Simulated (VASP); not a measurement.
# AgCl (Pm-3m) in VASP: notebook

Runs on AgCl. Level: PBE. Tasks: single point.

All numbers are computed with VASP 6.6.1; they aren't measurements. Logs are shortened: lines on timing, memory, paths and dates and some standing lists are left out, and cuts for length are marked.

## (1) The crystal as given

Symmetry: Pm-3m, No. 221, cubic system. The conventional cell has a = 3.434 Å, b = 3.434 Å, c = 3.434 Å, α = 90.00°, β = 90.00°, γ = 90.00°. Ag (site symmetry m-3m) has 8 Cl at 2.97 Å as nearest neighbours. Around Cl (site symmetry m-3m) lie 8 Ag at 2.97 Å.

Measurements of this composition are mostly on another form, of space group No. 225.

## (2) Single point, PBE

INCAR reads:

```
PREC     = Accurate       # precision mode
ENCUT    = 400            # plane-wave cutoff, eV
EDIFF    = 1E-6           # SCF threshold, eV
ISMEAR   = 0              # smearing method
SIGMA    = 0.05           # smearing width, eV
LREAL    = F              # projectors in reciprocal space
LASPH    = T              # aspherical terms in the spheres
NELM     = 100            # most SCF steps
ALGO     = Normal         # electronic algorithm
ISIF     = 2              # what is computed and relaxed
LWAVE    = F              # write WAVECAR
LCHARG   = F              # write CHGCAR
GGA      = PE             # functional
ADDGRID  = F
```

KPOINTS reads:

```
Automatic mesh
0
Gamma
  7 7 7
```

POSCAR reads:

```
AgCl
1.0
    3.4339730000      0.0000000000      0.0000000000
    0.0000000000      3.4339730000      0.0000000000
    0.0000000000      0.0000000000      3.4339730000
Ag Cl
1 1
Direct
    0.0000000000      0.0000000000      0.0000000000
    0.5000000000      0.5000000000      0.5000000000
```

Potentials or basis: VASP PAW PBE potentials, release 64 (Ag, Cl).

Started as:

```sh
$ cat potpaw_PBE.64/Ag/POTCAR potpaw_PBE.64/Cl/POTCAR > POTCAR
$ mpirun -np 1 vasp_std > vasp.out
```

OUTCAR:

```text
PREC = Accurate
   ENCUT = 400
   EDIFF = 1E-6
   ISMEAR = 0
   LREAL = F
   LASPH = T
   NELM = 100
   ISIF = 2
   GGA = PE

 Found     20 irreducible k-points:

 Following reciprocal coordinates:
            Coordinates               Weight
  0.000000  0.000000  0.000000      1.000000
  0.142857  0.000000  0.000000      6.000000
  0.285714  0.000000  0.000000      6.000000
  0.428571  0.000000  0.000000      6.000000
  0.142857  0.142857  0.000000     12.000000
  0.285714  0.142857  0.000000     24.000000
   k-points           NKPTS =     20   k-points in BZ     NKDIM =     20   number of bands    NBANDS=     13
   number of dos      NEDOS =    301   number of ions     NIONS =      2
   total plane-waves  NPLWV =  13824
   dimension x,y,z NGX =    24 NGY =   24 NGZ =   24
   dimension x,y,z NGXF=    48 NGYF=   48 NGZF=   48
   ions per type =               1   1
   NGX,Y,Z   is equivalent  to a cutoff of  11.62, 11.62, 11.62 a.u.
   NGXF,Y,Z  is equivalent  to a cutoff of  23.24, 23.24, 23.24 a.u.
 SYSTEM =  unknown system
   PREC   = accura    normal or accurate (medium, high low for compatibility)
   ISTART =      0    job   : 0-new  1-cont  2-samecut
   ICHARG =      2    charge: 1-file 2-atom 10-const
   ISPIN  =      1    spin polarized calculation?
   LNONCOLLINEAR =      F non collinear calculations
   LSORBIT =      F    spin-orbit coupling
   LASPH  =      T    aspherical Exc in radial PAW
   ENCUT  =  400.0 eV  29.40 Ry    5.42 a.u.   5.60  5.60  5.60*2*pi/ulx,y,z
   NELM   =    100;   NELMIN=  2; NELMDL= -5     # of ELM steps
   EDIFF  = 0.1E-05   stopping-criterion for ELM
   LREAL  =      F    real-space projection
   EDIFFG = 0.1E-04   stopping-criterion for IOM
   NSW    =      0    number of steps for IOM
   IBRION =     -1    ionic relax: 0-MD 1-quasi-New 2-CG
   NFREE  =      0    steps in history (QN), initial steepest desc. (CG)
   ISIF   =      2    stress and relaxation
   ISYM   =      2    0-nonsym 1-usesym 2-fastsym
   POTIM  = 0.5000    time-step for ionic-motion
   TEBEG  =    0.0;   TEEND  =   0.0 temperature during run
   PSTRESS=    0.0 pullay stress
   NELECT =      18.0000    total number of electrons
   NUPDOWN=      -1.0000    fix difference up-down
   EMIN   =  10.00;   EMAX   =-10.00  energy-range for DOS
   EFERMI =   0.00;   METHOD = LEGACY
   ISMEAR =     0;   SIGMA  =   0.05  broadening in eV -4-tet -1-fermi 0-gaus
   EFERMI_NEDOS =   21; number of points for ismear=-14 and -15
   IALGO  =     38    algorithm
   IMIX   =      4    mixing-type and parameters
     AMIX     =   0.40;   BMIX     =  1.00
     AMIX_MAG =   1.60;   BMIX_MAG =  1.00
  volume/ion in A,a.u.               =      20.25       136.63
  Fermi-wavevector in a.u.,A,eV,Ry     =   1.249402  2.361027 21.238760  1.561005
  Thomas-Fermi vector in A             =   2.383444
   LORBIT       =      0    0 simple, 1 ext, 2 COOP (PROOUT), +10 PAW based schemes
   GGA     = PE    functional components
   LHFCALC =     F    Hartree Fock is set to
   AEXX    =    0.0000 exact exchange contribution
   IVDW    =     0    specifies the selected vdW correction
   LEPSILON=     F    determine dielectric tensor
   LRPA    =     F    only Hartree local field effects (RPA)
 non-spin polarized calculation
 Gauss-broadening in eV      SIGMA  =   0.05
  energy-cutoff  :      400.00
  volume of cell :       40.49
 maximum number of plane-waves:       742
 NGX is ok and might be reduce to    24
   NGX = 11   NGY = 11   NGZ = 11

 number of electron      17.9999990 magnetization

 Free energy of the ion-electron system (eV)
  ---------------------------------------------------
  ext. energy  EPLUGINS =         0.00000000
  ---------------------------------------------------
  free energy    TOTEN  =        -5.12095673 eV

  energy without entropy =       -5.12095673  energy(sigma->0) =       -5.12095673

 E-fermi :   4.0641     XC(G=0): -10.3848

 val. band max:        3.8337313247   @ k =   0.4286   0.0000   0.0000
 cond. band min:       4.4584876397   @ k =   0.0000   0.0000   0.0000
 fundamental gap:      0.6247563149
 Fermi energy:         4.0640659415

 k-point     1 :       0.0000    0.0000    0.0000
  band No.  band energies     occupation
      1     -10.6841      2.00000
      2       1.1707      2.00000
      3       1.1707      2.00000
      4       2.1079      2.00000
      5       2.1079      2.00000
      6       2.1079      2.00000
      7       2.3856      2.00000
      8       2.3856      2.00000
      9       2.3856      2.00000
     10       4.4585      0.00000
     11      13.3226      0.00000
     12      13.3226      0.00000
     13      17.5443      0.00000

 k-point     2 :       0.1429    0.0000    0.0000
  band No.  band energies     occupation
      1     -10.6039      2.00000
      2       0.8589      2.00000
      3       1.1974      2.00000
      4       1.6815      2.00000
      5       1.6815      2.00000
      6       1.9216      2.00000
      7       2.1173      2.00000
      8       2.8832      2.00000
      9       2.8832      2.00000
     10       5.3562      0.00000
     11      13.2927      0.00000
     12      13.3209      0.00000
     13      16.4811      0.00000

 k-point     3 :       0.2857    0.0000    0.0000
  band No.  band energies     occupation
      1     -10.4125      2.00000
      2      -0.2422      2.00000
      3       1.2582      2.00000
      4       1.2815      2.00000
      5       1.2815      2.00000
      6       2.1096      2.00000
      7       2.1385      2.00000
      8       3.4589      2.00000
      9       3.4589      2.00000
     10       6.7224      0.00000
     11      12.0682      0.00000
     12      13.3162      0.00000
     13      14.9624      0.00000

 k-point     4 :       0.4286    0.0000    0.0000
  band No.  band energies     occupation
      1     -10.2458      2.00000
      2      -1.0097      2.00000
      3       1.0664      2.00000
      4       1.0664      2.00000
      5       1.3082      2.00000
      6       2.1557      2.00000
      7       2.4194      2.00000
      8       3.8337      2.00000
      9       3.8337      2.00000
     10       8.1871      0.00000
     11      10.0960      0.00000
     12      13.3114      0.00000
     13      14.0346      0.00000

 k-point     5 :       0.1429    0.1429    0.0000
  band No.  band energies     occupation
      1     -10.5280      2.00000
      2       0.7761      2.00000
      3       1.0044      2.00000
      4       1.4294      2.00000
      5       1.5739      2.00000
      6       2.0543      2.00000
      7       2.3642      2.00000
      8       2.3982      2.00000
      9       3.1087      2.00000
     10       6.1088      0.00000
     11      13.2158      0.00000
     12      13.4626      0.00000
     13      15.0621      0.00000

 k-point     6 :       0.2857    0.1429    0.0000
  band No.  band energies     occupation
      1     -10.3473      2.00000
      2      -0.1302      2.00000
      3       0.9988      2.00000
      4       1.3335      2.00000
      5       1.4207      2.00000
      6       2.0546      2.00000
      7       2.1849      2.00000
      8       2.8838      2.00000
      9       3.4802      2.00000
     10       7.2737      0.00000
     11      11.8489      0.00000
     12      13.5127      0.00000
     13      14.5557      0.00000

 [... further k-points ...]

------------------------ aborting loop because EDIFF is reached ----------------------------------------

  FORCE on cell =-STRESS in cart. coord.  units (eV):
  Direction    XX          YY          ZZ          XY          YZ          ZX
  --------------------------------------------------------------------------------------
  -------------------------------------------------------------------------------------
  Total       -0.1093004     -0.1093004     -0.1093004     -0.0000000      0.0000000      0.0000000
  in kB       -4.3245561     -4.3245561     -4.3245561     -0.0000000      0.0000000      0.0000000
  external PRESSURE =      -4.3245561 kB  Pullay stress =       0.0000000 kB

 VOLUME and BASIS-vectors are now :
 -----------------------------------------------------------------------------
  energy-cutoff  :      400.00
  volume of cell :       40.49
      direct lattice vectors                 reciprocal lattice vectors
     3.433973000  0.000000000  0.000000000     0.291207881  0.000000000  0.000000000
     0.000000000  3.433973000  0.000000000     0.000000000  0.291207881  0.000000000
     0.000000000  0.000000000  3.433973000     0.000000000  0.000000000  0.291207881

 POSITION                                       TOTAL-FORCE (eV/Angst)
 -----------------------------------------------------------------------------------
      0.00000      0.00000      0.00000         0.000000      0.000000      0.000000
      1.71699      1.71699      1.71699         0.000000      0.000000      0.000000
 -----------------------------------------------------------------------------------
    total drift:                                0.000000      0.000000     -0.000000

  FREE ENERGIE OF THE ION-ELECTRON SYSTEM (eV)
  ---------------------------------------------------
  free  energy   TOTEN  =        -5.1209567275 eV

  energy  without entropy=       -5.1209567275  energy(sigma->0) =       -5.12095673
```

It took 4.6 s on 1 thread of AMD EPYC 9R45 (Zen 5), shared host; peak memory 0.1 GiB.

These settings aren't checked as converged: the numbers below hold their error.

What came out:

```
Free energy            : -5.1210 eV
Pressure               : -0.4 GPa
Band gap on the k mesh : 0.62 eV, indirect (least direct gap 2.07 eV)
```

Caveat: an odd mesh through Γ misses points on the zone boundary, where band edges often lie.

## (3) Single point, PBE

Changes to INCAR since step 2:

```diff
@@ -1,3 +1,3 @@
 PREC     = Accurate       # precision mode
-ENCUT    = 400            # plane-wave cutoff, eV
+ENCUT    = 460            # plane-wave cutoff, eV
 EDIFF    = 1E-6           # SCF threshold, eV
```

KPOINTS is that of step 2.

POSCAR is that of step 2.

Potentials or basis: VASP PAW PBE potentials, release 64 (Ag, Cl).

Started as:

```sh
$ cat potpaw_PBE.64/Ag/POTCAR potpaw_PBE.64/Cl/POTCAR > POTCAR
$ mpirun -np 1 vasp_std > vasp.out
```

OUTCAR:

```text
PREC = Accurate
   ENCUT = 460
   EDIFF = 1E-6
   ISMEAR = 0
   LREAL = F
   LASPH = T
   NELM = 100
   ISIF = 2
   GGA = PE

 Found     20 irreducible k-points:

 Following reciprocal coordinates:
            Coordinates               Weight
  0.000000  0.000000  0.000000      1.000000
  0.142857  0.000000  0.000000      6.000000
  0.285714  0.000000  0.000000      6.000000
  0.428571  0.000000  0.000000      6.000000
  0.142857  0.142857  0.000000     12.000000
  0.285714  0.142857  0.000000     24.000000
   k-points           NKPTS =     20   k-points in BZ     NKDIM =     20   number of bands    NBANDS=     13
   number of dos      NEDOS =    301   number of ions     NIONS =      2
   total plane-waves  NPLWV =  13824
   dimension x,y,z NGX =    24 NGY =   24 NGZ =   24
   dimension x,y,z NGXF=    48 NGYF=   48 NGZF=   48
   ions per type =               1   1
   NGX,Y,Z   is equivalent  to a cutoff of  11.62, 11.62, 11.62 a.u.
   NGXF,Y,Z  is equivalent  to a cutoff of  23.24, 23.24, 23.24 a.u.
 SYSTEM =  unknown system
   PREC   = accura    normal or accurate (medium, high low for compatibility)
   ISTART =      0    job   : 0-new  1-cont  2-samecut
   ICHARG =      2    charge: 1-file 2-atom 10-const
[... 69 lines left out ...]
      6       2.1077      2.00000
      7       2.3849      2.00000
      8       2.3849      2.00000
      9       2.3849      2.00000
     10       4.4592      0.00000
     11      13.3227      0.00000
     12      13.3227      0.00000
     13      17.5445      0.00000
[... 66 lines left out ...]
  band No.  band energies     occupation
      1     -10.3467      2.00000
      2      -0.1304      2.00000
      3       0.9985      2.00000
      4       1.3332      2.00000
      5       1.4205      2.00000
      6       2.0544      2.00000
      7       2.1846      2.00000
      8       2.8834      2.00000
      9       3.4797      2.00000
     10       7.2739      0.00000
     11      11.8491      0.00000
     12      13.5127      0.00000
     13      14.5557      0.00000

 [... further k-points ...]

------------------------ aborting loop because EDIFF is reached ----------------------------------------

  FORCE on cell =-STRESS in cart. coord.  units (eV):
  Direction    XX          YY          ZZ          XY          YZ          ZX
  --------------------------------------------------------------------------------------
  -------------------------------------------------------------------------------------
  Total       -0.0620713     -0.0620713     -0.0620713     -0.0000000     -0.0000000      0.0000000
  in kB       -2.4559024     -2.4559024     -2.4559024     -0.0000000     -0.0000000      0.0000000
  external PRESSURE =      -2.4559024 kB  Pullay stress =       0.0000000 kB

 VOLUME and BASIS-vectors are now :
 -----------------------------------------------------------------------------
  energy-cutoff  :      460.00
  volume of cell :       40.49
      direct lattice vectors                 reciprocal lattice vectors
     3.433973000  0.000000000  0.000000000     0.291207881  0.000000000  0.000000000
     0.000000000  3.433973000  0.000000000     0.000000000  0.291207881  0.000000000
     0.000000000  0.000000000  3.433973000     0.000000000  0.000000000  0.291207881

 POSITION                                       TOTAL-FORCE (eV/Angst)
 -----------------------------------------------------------------------------------
      0.00000      0.00000      0.00000         0.000000      0.000000      0.000000
      1.71699      1.71699      1.71699         0.000000      0.000000      0.000000
 -----------------------------------------------------------------------------------
    total drift:                                0.000000      0.000000     -0.000000

  FREE ENERGIE OF THE ION-ELECTRON SYSTEM (eV)
  ---------------------------------------------------
  free  energy   TOTEN  =        -5.1215918008 eV

  energy  without entropy=       -5.1215918008  energy(sigma->0) =       -5.12159180
```

OSZICAR:

```text
N       E                     dE             d eps       ncg     rms          rms(c)
DAV:   1     0.903345182412E+02    0.90335E+02   -0.84444E+03   544   0.113E+03
DAV:   2    -0.200005010589E+01   -0.92335E+02   -0.86985E+02   620   0.240E+02
DAV:   3    -0.539949561648E+01   -0.33994E+01   -0.33924E+01   620   0.494E+01
DAV:   4    -0.542334920492E+01   -0.23854E-01   -0.23851E-01   625   0.464E+00
DAV:   5    -0.542366923903E+01   -0.32003E-03   -0.32003E-03   610   0.530E-01    0.538E+00
DAV:   6    -0.513488855477E+01    0.28878E+00   -0.53305E-01   662   0.104E+01    0.368E+00
DAV:   7    -0.512512553006E+01    0.97630E-02   -0.13789E-01   540   0.304E+00    0.201E+00
DAV:   8    -0.512182121152E+01    0.33043E-02   -0.74074E-03   610   0.101E+00    0.397E-01
DAV:   9    -0.512154788794E+01    0.27332E-03   -0.72999E-04   615   0.446E-01    0.581E-02
DAV:  10    -0.512158740041E+01   -0.39512E-04   -0.13842E-04   590   0.139E-01    0.425E-02
DAV:  11    -0.512159201242E+01   -0.46120E-05   -0.37172E-06   605   0.185E-02    0.504E-03
DAV:  12    -0.512159180082E+01    0.21160E-06   -0.37615E-07   370   0.656E-03
   1 F= -.51215918E+01 E0= -.51215918E+01  d E =-.517349E-12
```

It took 4.9 s on 1 thread of AMD EPYC 9R45 (Zen 5), shared host; peak memory 0.11 GiB.

These settings aren't checked as converged: the numbers below hold their error.

What came out:

```yaml
Free_energy: -5.1216 eV
Pressure: -0.2 GPa
Band_gap_on_the_k_mesh: 0.63 eV, indirect (least direct gap 2.07 eV)
```

Caveat: an odd mesh through Γ misses points on the zone boundary, where band edges often lie.

## (4) Single point, PBE

Changes to INCAR since step 3:

```diff
@@ -3,3 +3,3 @@
 EDIFF    = 1E-6           # SCF threshold, eV
-ISMEAR   = 0              # smearing method
+ISMEAR   = -5             # smearing method
 SIGMA    = 0.05           # smearing width, eV
```

KPOINTS is that of step 3.

POSCAR is that of step 3.

Started as:

```sh
$ cat potpaw_PBE.64/Ag/POTCAR potpaw_PBE.64/Cl/POTCAR > POTCAR
$ mpirun -np 1 vasp_std > vasp.out
```

Run time: 4.9 s. Hardware: 1 thread of AMD EPYC 9R45 (Zen 5), shared host; peak memory 0.1 GiB.

The run converged, but some of its settings lie outside the range that counts as converged, so its numbers aren't taken as properties of the crystal.

Results:

- Free energy: -5.1216 eV
- Pressure: -0.2 GPa
- Band gap on the k mesh: 0.63 eV, indirect (least direct gap 2.07 eV)

Caveat: an odd mesh through Γ misses points on the zone boundary, where band edges often lie.
